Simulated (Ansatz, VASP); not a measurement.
## One calculation of Rb, two programs

Contents of POSCAR:

```
Rb
1.0
    4.7369160813     -3.1307391606      0.0000000000
    4.7369160813      3.1307391606      0.0000000000
    0.0000000000      0.0000000000     12.7710652723
Rb
4
Direct
    0.8500000000      0.1500000000      0.1170000000
    0.6500000000      0.3500000000      0.6170000000
    0.1500000000      0.8500000000      0.8830000000
    0.3500000000      0.6500000000      0.3830000000
```

File INCAR.step1:

```
  PREC = Accurate
  ENCUT = 520
  ISMEAR = 0
  SIGMA = 0.1
  LREAL = F
  LASPH = T
  NELM = 60
  NBANDS = 26
  GGA = PE
  ALGO = Normal
  EDIFF = 1E-4
  LWAVE = T
  LCHARG = F
```

Contents of INCAR.step2:

```
  PREC = Accurate
  ENCUT = 520
  EDIFF = 1E-6
  ISMEAR = 0
  SIGMA = 0.1
  LREAL = F
  LASPH = T
  NELM = 60
  ALGO = Normal
  ISIF = 2
  LWAVE = F
  LCHARG = T
  METAGGA = R2SCAN
  LMIXTAU = T
  LELF = T
  LVHAR = T
  NBANDS = 26
  ISTART = 1
```

File KPOINTS:

```
regular mesh
0
Gamma
  4 4 2
```

Input for Ansatz:

```yaml
crystal:
  lattice:
    - [4.7369160813, -3.1307391606, 0.0]
    - [4.7369160813, 3.1307391606, 0.0]
    - [0.0, 0.0, 12.7710652723]
  atoms:
    - { symbol: Rb, position: [0.85, 0.15, 0.117] }
    - { symbol: Rb, position: [0.65, 0.35, 0.617] }
    - { symbol: Rb, position: [0.15, 0.85, 0.883] }
    - { symbol: Rb, position: [0.35, 0.65, 0.383] }
basis:
  ecutwfc: 500
kpoints:
  mp_grid: { grid: [4, 4, 2] }
hamiltonian:
  xc: r2scan
scf:
  occupations: { method: gaussian, width: 0.1 }
  lower_state_search: "off"
output:
  forces: true
  stress: true
  eigenvalues: true
```

Alike in both runs: task single point; functional r2SCAN; k mesh 4 × 4 × 2; occupations gaussian, width 0.1 eV; no spin polarisation.

|  | VASP | Ansatz |
| --- | --- | --- |
| version | VASP 6.6.1 | Ansatz 0.2.0 |
| potentials or method | VASP PAW PBE potentials, release 64 (Rb_sv) | scalar-relativistic, plane waves, PAW |
| plane-wave cutoff (eV) | 520 | 500 |
| valence electrons in the cell | 36 | 36 |

```csv
,VASP,Ansatz,Ansatz less VASP
gap on the k mesh at the Fermi level (eV),none,none,-
pressure (GPa),0.2,0.2,0.00
largest component of the traceless stress (GPa),0.84,0.84,-0.003
rms of the force components (eV/Å),0.256,0.255,-0.0011
```

Atom by atom the forces differ by 0.001 eV/Å (rms over components). A gap of «none» marks a metal or a gap that the smearing closes.

Caveats: the PAW data sets were made with another functional, which shifts forces and pressure a little (VASP).
